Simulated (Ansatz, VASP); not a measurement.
# Pd in VASP and in Ansatz

```
CELL_PARAMETERS angstrom
2.79252 0.00000 0.00000
-1.39626 2.41839 0.00000
0.00000 0.00000 4.65695
ATOMIC_POSITIONS crystal
Pd 0.33333 0.66667 0.25000
Pd 0.66667 0.33333 0.75000
```

Change from the starting cell: volume scaled by 1.02, PAW files.

Alike in both runs: task electric field gradients; functional PBE; k mesh 15 × 15 × 8; occupations fermi-dirac, width 0.08 eV; no spin polarisation.

|  | VASP | Ansatz |
| --- | --- | --- |
| version | VASP 6.6.1 | Ansatz 0.2.0 |
| potentials or method | VASP PAW PBE potentials, release 64 (Pd) | PAW with Ansatz's default frozen-core files, scalar-relativistic |
| plane-wave cutoff (eV) | 520 | 420 |
| valence electrons in the cell | 20 | 36 |

```tsv
	VASP	Ansatz	Ansatz less VASP
pressure (GPa)	-3.3	-3.1	+0.25
Vzz of the field gradient on the site that differs most (V/Å²)	-11.3	-16.2	-4.90
```

The two sets of potentials don't hold the same shells in valence. Ansatz warned: «gradients_without_spin_orbit».
